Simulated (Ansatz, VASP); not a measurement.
Pt in VASP and in Ansatz

File INCAR:

```
PREC     = Accurate       # precision mode
ENCUT    = 600            # plane-wave cutoff, eV
EDIFF    = 1E-6           # SCF threshold, eV
ISMEAR   = -1             # smearing method
SIGMA    = 0.05           # smearing width, eV
LREAL    = False          # projectors in reciprocal space
LASPH    = True           # aspherical terms in the spheres
NELM     = 80             # most SCF steps
ALGO     = Normal         # electronic algorithm
ISIF     = 3              # what is computed and relaxed
LWAVE    = False          # write WAVECAR
LCHARG   = False          # write CHGCAR
IBRION   = 2              # ionic algorithm
NSW      = 60             # ionic steps
EDIFFG   = -0.01          # ionic threshold
```

Contents of KPOINTS:

```
regular mesh
0
Gamma
  12 12 12
```

POSCAR

```
Pt
1.0
    0.0000000000      1.9609000000      1.9609000000
    1.9609000000      0.0000000000      1.9609000000
    1.9609000000      1.9609000000      0.0000000000
Pt
1
Direct
    0.0000000000      0.0000000000      0.0000000000
```

File input.yaml:

```yaml
crystal:
  lattice:
    - [0.0, 1.9609, 1.9609]
    - [1.9609, 0.0, 1.9609]
    - [1.9609, 1.9609, 0.0]
  atoms:
    - { symbol: Pt, position: [0.0, 0.0, 0.0] }
hamiltonian:
  xc: lda
  pseudopotentials: { kind: paw }
kpoints:
  mp_grid: { grid: [12, 12, 12] }
scf:
  occupations: { method: fermi_dirac, width: 0.05 }
output:
  forces: true
  stress: true
relax:
  f_tol: 0.01
  max_steps: 40
  cell: { stress_tol: 0.05 }
```

Alike in both runs: task relaxation of cell and atoms; functional LDA; k mesh 12 × 12 × 12; occupations fermi-dirac, width 0.05 eV; no spin polarisation.

|  | VASP | Ansatz |
| --- | --- | --- |
| version | VASP 6.6.1 | Ansatz 0.2.0 |
| potentials or method | VASP PAW LDA potentials, release 64 (Pt) | Ansatz PAW |
| plane-wave cutoff (eV) | 600 | 420 |
| valence electrons in the cell | 10 | 18 |

```tsv
	VASP	Ansatz	Ansatz less VASP
relaxed volume (Å³/atom)	14.81	14.77	-0.044
relaxed cell length with the largest relative difference (Å)	2.757	2.754	-0.0027
energy change over the relaxation (meV/atom)	-5	-6	-1.5
```

The two sets of potentials don't hold the same shells in valence.

Caveats: the plane-wave basis is chosen anew once the cell has moved, so the energies of steps on either side of that aren't comparable (Ansatz); the PAW data sets come from PBE, with cores solved anew for the run's functional, which leaves a small shift of forces and pressure (Ansatz). Spin-orbit coupling is left out, which matters for the levels of Pt. Zero-point motion and thermal expansion aren't in these numbers. LDA usually gives volumes a few per cent too small.
